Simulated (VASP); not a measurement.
H:

```
H
1.0
     2.64964    0.00000    0.00000
     0.00000    2.64964    0.00000
     0.00000    0.00000    0.98049
H
1
Direct
  0.00000 0.00000 0.50000
```

| Item | Value |
| --- | --- |
| Program | VASP 6.6.1 |
| Task | relaxation of cell and atoms |
| Functional | r2SCAN |
| Potentials or basis | VASP PAW PBE potentials, release 64 (H) |
| Cutoff | 600 eV |
| k mesh | 10 × 10 × 26 |
| Occupations | gaussian, width 0.05 eV |
| Spin | no spin polarisation |

At the start: pressure 0.3 GPa; volume 6.88 Å³/atom.

Problem. How do energy, volume and symmetry change on relaxing?

Solution. Over 6 steps the energy falls by 5.5 meV/atom and the volume is 7.83 Å³/atom (+13.8 %); space group P4/mmm (No. 123, to 0.05 Å).

The path:
```
step  energy change (eV)  largest force (eV/Å)  pressure (GPa)  volume (Å³)
   1              0.0000                0.0000            0.32         6.88
   2             -0.0008                0.0000            0.80         6.90
   3             -0.0012                0.0000            1.55         6.92
   4             -0.0020                0.0000            1.38         7.01
   5             -0.0037                0.0000            0.92         7.28
   6             -0.0055                0.0000            0.14         7.83
```

Final structure:
```
CELL_PARAMETERS angstrom
2.83231 0.00000 0.00000
0.00000 2.83231 0.00000
0.00000 0.00000 0.97614
ATOMIC_POSITIONS crystal
H 0.00000 0.00000 0.50000
```

Caveat: the PAW data sets were made with another functional, which shifts forces and pressure a little.
